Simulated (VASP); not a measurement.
# Sc (I4/mmm) in VASP: settings compared, part 2 of 2

VASP 6.6.1. The steps go on from the part before.

## (3) Atomic charges, B3LYP+TS (cell strained at random at fixed volume)

Input file POSCAR:

```
Sc
1.0
   -1.9701180000      1.9757640000      1.7423800000
    1.9495360000     -1.9261680000      1.6640460000
    1.9108340000      1.8668850000     -1.6870200000
Sc
1
Cartesian
    0.0000000000      0.0000000000      0.0000000000
```

Input file INCAR.step1:

```
SYSTEM = Sc
PREC = Accurate ; ENCUT = 520
EDIFF = 1E-5 ; ISMEAR = 0
SIGMA = 0.1 ; LREAL = .False.
LASPH = .True. ; NELM = 60
ALGO = Normal ; ISIF = 2
LWAVE = .True. ; LCHARG = .False.
GGA = PE
```

Input file INCAR.step2:

```
SYSTEM = Sc
PREC = Accurate ; ENCUT = 520
EDIFF = 1E-7 ; ISMEAR = 0
SIGMA = 0.1 ; LREAL = .False.
LASPH = .True. ; NELM = 60
ALGO = Normal ; ISIF = 2
LWAVE = .False. ; LCHARG = .False.
GGA = B3 ; LHFCALC = .True.
AEXX = 0.2 ; AGGAX = 0.72
AGGAC = 0.81 ; ALDAC = 0.19
PRECFOCK = Fast ; IVDW = 2
LORBIT = 11 ; ISTART = 1
```

Input file KPOINTS:

```
regular mesh
0
Gamma
  5 5 5
  0 0 0
```

Potentials or basis: VASP PAW PBE potentials, release 64 (Sc_sv).

Command:

```bash
$ cat potpaw_PBE.64/Sc_sv/POTCAR > POTCAR
$ cp INCAR.step1 INCAR
$ mpirun -np 1 vasp_std > vasp.out
$ cp INCAR.step2 INCAR
$ mpirun -np 1 vasp_std > vasp.out
```

OUTCAR:

```text
SYSTEM = Sc
   PREC = Accurate
   ENCUT = 520
   EDIFF = 1E-7
   ISMEAR = 0
   LREAL = .False.
   LASPH = .True.
   NELM = 60
   ISIF = 2
   GGA = B3
   LHFCALC = .True.
   AEXX = 0.2
   PRECFOCK = Fast
   IVDW = 2
   LORBIT = 11
   ISTART = 1
  IVDW =   2

 ion  position               nearest neighbor table
   1  0.000  0.000  0.000-

  LATTYP: Found a triclinic cell.
 ALAT       =     3.2062225234
 B/A-ratio  =     2.4094151585
 C/A-ratio  =     1.2041876374
 COS(alpha) =     0.0045808100
 COS(beta)  =     0.6141013719
 COS(gamma) =     0.7465394348

  Lattice vectors:

 A1 = (  -1.9495360000,   1.9261680000,  -1.6640460000)
 A2 = (  -0.0181200000,   3.7434570000,  -6.7574920000)
 A3 = (  -3.8603700000,   0.0592830000,   0.0229740000)

Analysis of symmetry for initial positions (statically):
=====================================================================
 Subroutine PRICEL returns:
 Original cell was already a primitive cell.

 Routine SETGRP: Setting up the symmetry group for a
 triclinic supercell.

 Subroutine GETGRP returns: Found  2 space group operations
 (whereof  2 operations were pure point group operations)
 out of a pool of  2 trial point group operations.

The static configuration has the point symmetry S_2 .

Analysis of symmetry for dynamics (positions and initial velocities):
=====================================================================
 Subroutine PRICEL returns:
 Original cell was already a primitive cell.

 Routine SETGRP: Setting up the symmetry group for a
 triclinic supercell.

 Subroutine GETGRP returns: Found  2 space group operations
 (whereof  2 operations were pure point group operations)
 out of a pool of  2 trial point group operations.

The dynamic configuration has the point symmetry S_2 .

 Subroutine INISYM returns: Found  2 space group operations
 (whereof  2 operations are pure point group operations),
 and found     1 'primitive' translations

----------------------------------------------------------------------------------------

                                     Primitive cell

  volume of cell :      25.2534

  direct lattice vectors                    reciprocal lattice vectors
    -1.970118000  1.975764000  1.742380000     0.005658697  0.256148402  0.289867601
     1.949536000 -1.926168000  1.664046000     0.260795479 -0.000228503  0.295141895
     1.910834000  1.866885000 -1.687020000     0.263088330  0.264328587 -0.002258894

  length of vectors
     3.289513092  3.206222523  3.159522537     0.386868518  0.393856665  0.372947951

  position of ions in fractional coordinates (direct lattice)
     0.000000000  0.000000000  0.000000000

  ion indices of the primitive-cell ions
   primitive index   ion index
                 1           1

----------------------------------------------------------------------------------------

[... 103 lines left out ...]
   HFSCREENC=   0.0000 screening length for correlation (either q_TF or 0.3 A-1)
   ENCUTFOCK=  -1.0 apply spherical cutoff to Coloumb kernel
   IVDW    =     2    specifies the selected vdW correction
   LEPSILON=     F    determine dielectric tensor
   LRPA    =     F    only Hartree local field effects (RPA)
 non-spin polarized calculation
 Gauss-broadening in eV      SIGMA  =   0.10
  energy-cutoff  :      520.00
  volume of cell :       25.25
 maximum number of plane-waves:       692
  NGX = 14; NGY = 14; NGZ = 14

 number of electron      11.0000001 magnetization

 Free energy of the ion-electron system (eV)
  ---------------------------------------------------
  ext. energy  EPLUGINS =         0.00000000
  ---------------------------------------------------
  free energy    TOTEN  =        -6.89251360 eV

  energy without entropy =       -6.89178110  energy(sigma->0) =       -6.89214735

 E-fermi :   3.9829     XC(G=0):  -7.8834

 val. band max:        3.7611644911   @ k =   0.2000   0.4000   0.0000
 cond. band min:       4.0303516501   @ k =  -0.2000  -0.4000   0.4000
 fundamental gap:      0.2691871590
 Fermi energy:         3.9829048396

 k-point     1 :       0.0000    0.0000    0.0000
  band No.  band energies     occupation
      1     -49.5309      2.00000
      2     -26.8421      2.00000
      3     -26.8208      2.00000
      4     -26.7380      2.00000
      5      -2.3677      2.00000
      6       5.7524      0.00000
      7       6.4401      0.00000
      8       6.7009      0.00000
      9       6.9694      0.00000
[... 265 lines left out ...]
 k-point    24 :       0.0000    0.4000    0.2000
  band No.  band energies     occupation
      1     -49.4582      2.00000
      2     -27.1329      2.00000
      3     -27.0103      2.00000
      4     -26.8457      2.00000
      5       2.4851      2.00000
      6       4.2793      0.00003
      7       4.7304      0.00000
      8       7.2282      0.00000
      9       8.1391      0.00000

 [... further k-points ...]

------------------------ aborting loop because EDIFF is reached ----------------------------------------

 total charge

# of ion       s       p       d       tot
------------------------------------------
    1        2.271   6.123   0.930   9.324

  Hirshfeld charges:
            ion         q(e)
   ------------------------------
      1     Sc       0.00000000

  Tkatchenko/Scheffler method for vdW energy calculation
  ---------------------------------------------------------------------------------------------

  Parameters of vdW forcefield:
            C6ts              R0ts           ALPHAts        RELVOL
            (au)              (au)            (au)
   ---------------------------------------------------------------
   Sc       1870.130          4.829        139.542          1.16284928

  Number of pair interactions contributing to vdW energy:   20738
  Edisp (eV):   -1.01253

  FORCE on cell =-STRESS in cart. coord.  units (eV):
  Direction    XX          YY          ZZ          XY          YZ          ZX
  --------------------------------------------------------------------------------------
  -------------------------------------------------------------------------------------
  Total      -1.46553    -1.48339    -1.25047     0.14498     0.21090     0.06682
  in kB     -92.97879   -94.11244   -79.33453     9.19821    13.38015     4.23949
  external pressure =      -88.81 kB  Pullay stress =        0.00 kB

 VOLUME and BASIS-vectors are now :
 -----------------------------------------------------------------------------
  energy-cutoff  :      520.00
  volume of cell :       25.25
      direct lattice vectors                 reciprocal lattice vectors
    -1.970118000  1.975764000  1.742380000     0.005658697  0.256148402  0.289867601
     1.949536000 -1.926168000  1.664046000     0.260795479 -0.000228503  0.295141895
     1.910834000  1.866885000 -1.687020000     0.263088330  0.264328587 -0.002258894

  length of vectors
     3.289513092  3.206222523  3.159522537     0.386868518  0.393856665  0.372947951

 FORCES acting on ions
    electron-ion (+dipol)            ewald-force                    non-local-force                 convergence-correction
 -----------------------------------------------------------------------------------------------
   0.286E-07 0.132E-06 0.544E-07   -.151E-15 -.274E-15 -.524E-15   -.662E-23 0.662E-23 0.000E+00   0.143E-07 -.460E-07 -.246E-07
 -----------------------------------------------------------------------------------------------
   0.286E-07 0.132E-06 0.544E-07   -.151E-15 -.274E-15 -.524E-15   -.662E-23 0.662E-23 0.000E+00   0.143E-07 -.460E-07 -.246E-07

 POSITION                                       TOTAL-FORCE (eV/Angst)
 -----------------------------------------------------------------------------------
      0.00000      0.00000      0.00000         0.000000      0.000000      0.000000
 -----------------------------------------------------------------------------------
    total drift:                                0.000000      0.000000      0.000000

--------------------------------------------------------------------------------------------------------

  FREE ENERGIE OF THE ION-ELECTRON SYSTEM (eV)
  ---------------------------------------------------
  free  energy   TOTEN  =        -7.9050417120 eV

  energy  without entropy=       -7.9043092119  energy(sigma->0) =       -7.90467546

--------------------------------------------------------------------------------------------------------

--------------------------------------------------------------------------------------------------------

 total charge

# of ion       s       p       d       tot
------------------------------------------
    1        2.271   6.123   0.930   9.324

=======================================================================
```

Wall time 18 min (1 thread of Intel Xeon 6975P-C (Granite Rapids), shared host); peak memory 0.15 GiB.

What came out:

```
Free energy                                           : -7.9050 eV
Pressure                                              : -8.9 GPa
Band gap on the k mesh                                : none (metal or under the smearing width)
Valence electrons inside the program's atomic spheres : Sc 9.32
Dispersion energy per atom                            : -1.013 eV
```

Caveat: the k mesh is coarse (spacing up to 0.49 Å⁻¹), so the values aren't converged, least of all with exact exchange; atom-pairwise D2, TS and ULG terms overbind metals; the PAW data sets were made with another functional, which shifts forces and pressure a little; pairwise dispersion overbinds metals, which lowers pressure and volume.

## (4) Single point, HSE06+D3(BJ) (cell strained at random at fixed volume)

Input file run.py:

```python
from ase import Atoms
from ase.calculators.vasp import Vasp
from ase.dft.bandgap import bandgap

atoms = Atoms(
    ['Sc'],
    cell=[[-1.885467, 1.878368, 1.712842], [1.898376, -1.869997, 1.717907], [1.95701, 1.941539, -1.703498]],
    scaled_positions=[[0.058531, 0.073059, 0.01761]],
    pbc=True,
)
calc = Vasp(
    directory='calc',
    xc='hse06',
    pp='PBE',
    setups='recommended',
    prec='Accurate',
    encut=520,
    ediff=1e-06,
    ismear=-5,
    sigma=0.05,
    lreal=False,
    lasph=True,
    nelm=60,
    algo='Normal',
    isif=2,
    lwave=False,
    lcharg=False,
    precfock='Normal',
    ivdw=12,
    vdw_s6=1.0,
    vdw_s8=2.31,
    vdw_a1=0.383,
    vdw_a2=5.685,
    kpts=[5, 5, 5],
    gamma=True,
    nbands=12,
)
atoms.calc = calc

print('energy (eV):', atoms.get_potential_energy())
print('free energy (eV):', atoms.get_potential_energy(force_consistent=True))
print('forces (eV/A):')
print(atoms.get_forces())
print('stress (eV/A^3, Voigt):', atoms.get_stress())
print('Fermi level (eV):', calc.get_fermi_level())
gap, top, bottom = bandgap(calc)
print('band gap (eV):', gap, 'from (spin, k, band)', top, 'to', bottom)
```

Potentials or basis: VASP PAW PBE potentials, release 64 (Sc_sv).

Command:

```bash
$ python run.py
```

Standard output:

```text
energy (eV): -7.90408698
free energy (eV): -7.90408698
forces (eV/A):
[[ 0. -0.  0.]]
stress (eV/A^3, Voigt): [ 0.02959022  0.0264127  -0.00462896  0.00201568  0.00256118  0.01578071]
Fermi level (eV): 3.83501268
band gap (eV): 0.0 from (spin, k, band) (None, None, None) to (None, None, None)
```

OUTCAR:

```text
ENCUT = 520.000000
   HFSCREEN = 0.200000
   EDIFF = 1.00e-06
   GGA = PE
   PREC = Accurate
   PRECFOCK = Normal
   ISIF = 2
   ISMEAR = -5
   NELM = 60
   IVDW = 12
   LASPH = .TRUE.
   LHFCALC = .TRUE.
   LREAL = .FALSE.
 IVDW          = 12

 ion  position               nearest neighbor table
   1  0.059  0.073  0.018-

  LATTYP: Found a triclinic cell.
 ALAT       =     6.4073259701
 B/A-ratio  =     0.6018230791
 C/A-ratio  =     0.5354470047
 COS(alpha) =     0.0075439543
 COS(beta)  =     0.2760111834
 COS(gamma) =     0.9158694053

  Lattice vectors:

 A1 = (  -5.8253050000,  -2.0214520000,  -1.7416600000)
 A2 = (  -3.8553860000,  -0.0715420000,  -0.0144090000)
 A3 = (  -0.0129090000,  -0.0083710000,  -3.4307490000)

Analysis of symmetry for initial positions (statically):
=====================================================================
 Subroutine PRICEL returns:
 Original cell was already a primitive cell.

 Routine SETGRP: Setting up the symmetry group for a
 triclinic supercell.

 Subroutine GETGRP returns: Found  2 space group operations
 (whereof  1 operations were pure point group operations)
 out of a pool of  2 trial point group operations.
[... 185 lines left out ...]
      3     -27.3134      2.00000
      4     -27.2570      2.00000
      5      -2.6084      2.00000
      6       5.5026      0.00000
      7       6.1398      0.00000
      8       6.4405      0.00000
      9       6.7747      0.00000
     10       7.6659      0.00000
     11      17.4597      0.00000
     12      18.2065      0.00000
[... 331 lines left out ...]
 k-point    24 :      -0.0000    0.4000    0.2000
  band No.  band energies     occupation
      1     -50.4208      2.00000
      2     -27.6241      2.00000
      3     -27.4711      2.00000
      4     -27.3417      2.00000
      5       2.4196      2.00000
      6       3.6383      1.43436
      7       4.2544      0.00000
      8       7.2040      0.00000
      9       7.9427      0.00000
     10       9.4481      0.00000
     11      11.3450      0.00000
     12      12.5942      0.00000

 [... further k-points ...]

------------------------ aborting loop because EDIFF is reached ----------------------------------------

 Edisp (eV)   -0.53168

 E8    (eV) :    -0.3747

  FORCE on cell =-STRESS in cart. coord.  units (eV):
  Direction    XX          YY          ZZ          XY          YZ          ZX
  --------------------------------------------------------------------------------------
  -------------------------------------------------------------------------------------
  Total      -0.74725    -0.66701     0.11690    -0.39852    -0.05090    -0.06468
  in kB     -47.40876   -42.31782     7.41640   -25.28347    -3.22949    -4.10346
  external pressure =      -27.44 kB  Pullay stress =        0.00 kB

 VOLUME and BASIS-vectors are now :
 -----------------------------------------------------------------------------
  energy-cutoff  :      520.00
  volume of cell :       25.25
      direct lattice vectors                 reciprocal lattice vectors
    -1.885467000  1.878368000  1.712842000    -0.005933744  0.261186113  0.290866575
     1.898376000 -1.869997000  1.717907000     0.258394600 -0.005550127  0.290522811
     1.957010000  1.941539000 -1.703498000     0.254613934  0.257021694 -0.001585176

 POSITION                                       TOTAL-FORCE (eV/Angst)
 -----------------------------------------------------------------------------------
      0.06280      0.00751      0.19576         0.000000     -0.000000      0.000000
 -----------------------------------------------------------------------------------
    total drift:                                0.000003     -0.000011      0.000007

  FREE ENERGIE OF THE ION-ELECTRON SYSTEM (eV)
  ---------------------------------------------------
  free  energy   TOTEN  =        -7.9040869778 eV

  energy  without entropy=       -7.9040869778  energy(sigma->0) =       -7.90408698
```

INCAR:

```text
ENCUT = 520.000000
HFSCREEN = 0.200000
SIGMA = 0.050000
VDW_S6 = 1.000000
VDW_S8 = 2.310000
VDW_A1 = 0.383000
VDW_A2 = 5.685000
EDIFF = 1.00e-06
ALGO = Normal
GGA = PE
PREC = Accurate
PRECFOCK = Normal
ISIF = 2
ISMEAR = -5
NBANDS = 12
NELM = 60
IVDW = 12
LASPH = .TRUE.
LCHARG = .FALSE.
LHFCALC = .TRUE.
LWAVE = .FALSE.
LREAL = .FALSE.
```

Run time: 20 min. Hardware: 1 thread of Intel Xeon 6975P-C (Granite Rapids), shared host; peak memory 0.24 GiB.

What came out:

```
Free energy                : -7.9041 eV
Pressure                   : -2.7 GPa
Band gap on the k mesh     : none (metal or under the smearing width)
Dispersion energy per atom : -0.532 eV
```

Stress tensor (GPa, compression positive):
```
-4.74 -2.53 -0.41
-2.53 -4.23 -0.32
-0.41 -0.32  0.74
```

Caveat: the k mesh is coarse (spacing up to 0.49 Å⁻¹), so the values aren't converged, least of all with exact exchange; the PAW data sets were made with another functional, which shifts forces and pressure a little; pairwise dispersion overbinds metals, which lowers pressure and volume; tetrahedron occupations give inexact forces and stress in metals.

## (5) Single point, PBE

Input file INCAR:

```
SYSTEM = Sc
  PREC = Accurate
  ENCUT = 550
  EDIFF = 1E-6
  ISMEAR = 0
  SIGMA = 0.02
  LREAL = .False.
  LASPH = .True.
  NELM = 80
  ALGO = Fast
  ISIF = 2
  LWAVE = .False.
  LCHARG = .False.
  GGA = PE
  NBANDS = 12
```

Input file KPOINTS:

```
regular mesh
0
Gamma
  10 10 10
  0 0 0
```

Input file POSCAR:

```
Sc
3.2096
   -0.597334710213      0.597334710213      0.535145500997
    0.597334710213     -0.597334710213      0.535145500997
    0.597334710213      0.597334710213     -0.535145500997
Sc
1
Direct
    0.0000000000      0.0000000000      0.0000000000
```

Potentials or basis: VASP PAW PBE potentials, release 64 (Sc_sv_GW).

Command:

```bash
$ cat potpaw_PBE.64/Sc_sv_GW/POTCAR > POTCAR
$ mpirun -np 1 vasp_std > vasp.out
```

Run time: 46 s. Hardware: 1 thread of Intel Xeon 6975P-C (Granite Rapids), shared host; peak memory 0.19 GiB.

The run converged. Its results:

```yaml
Free_energy: -8.5855 eV
Pressure: -1.5 GPa
Band_gap_on_the_k_mesh: none (metal or under the smearing width)
```

Stress tensor (GPa, compression positive):
```
-1.71  0.00  0.00
 0.00 -1.71  0.00
 0.00  0.00 -1.05
```

Levels at points of the mesh, in eV from the Fermi level:
```
           k point  band 2  band 3  band 4  band 5  band 6  band 7  band 8  band 9
(0.00, 0.00, 0.00)  -28.07  -28.07  -28.04   -5.18    1.02    1.70    1.70    2.34
(0.50, 0.00, 0.00)  -28.42  -28.19  -28.08   -1.69    0.06    0.63    2.74    3.45
(0.50, 0.50, 0.00)  -28.43  -28.13  -28.05   -1.83    0.06    0.86    2.24    2.87
(0.50, 0.50, 0.50)  -28.34  -28.34  -28.24   -1.27   -1.06    3.72    3.72    3.86
```

## (6) The runs side by side

| task | level | potentials or basis | U | cell | k mesh | cutoff (eV) | smearing | optimiser | grid for exact exchange (PRECFOCK) | exchange at q = 0 | screening parameter | mesh quality | gap on the mesh (eV) | pressure (GPa) |
| --- | --- | --- | --- | --- | --- | --- | --- | --- | --- | --- | --- | --- | --- | --- |
| relaxation of cell and atoms | LDA+U | VASP PAW LDA potentials, release 64 (Sc_sv) | Sc d U = 2 eV | relaxed | 10 × 10 × 10 | 600 | gaussian 0.05 eV | vasp | - | - | - | not flagged | none | 0.0 |
| atomic charges | B3LYP+TS | VASP PAW PBE potentials, release 64 (Sc_sv) | - | cell strained at random at fixed volume | 5 × 5 × 5 | 520 | gaussian 0.1 eV | - | Fast | default | - | coarse | none | -8.9 |
| single point | HSE06+D3(BJ) | VASP PAW PBE potentials, release 64 (Sc_sv) | - | cell strained at random at fixed volume | 5 × 5 × 5 | 520 | tetrahedron | - | Normal | - | 0.200000 1/A | coarse | none | -2.7 |
| single point | PBE | VASP PAW PBE potentials, release 64 (Sc_sv_GW) | - | as given | 10 × 10 × 10 | 550 | gaussian 0.02 eV | - | - | - | - | not flagged | none | -1.5 |

Alike in all rows: no spin polarisation.

Caveats: some runs use coarse meshes; the PAW data sets were made with another functional, which shifts forces and pressure a little (some runs); pairwise dispersion overbinds metals, which lowers pressure and volume (some runs); U without spin polarisation on a metal has little footing (some runs); the U is typed as a test and isn't derived for this compound (some runs); atom-pairwise D2, TS and ULG terms overbind metals (some runs); tetrahedron occupations give inexact forces and stress in metals (some runs).

Total energies depend on the potentials used, so only differences within one code and one set of settings carry meaning.
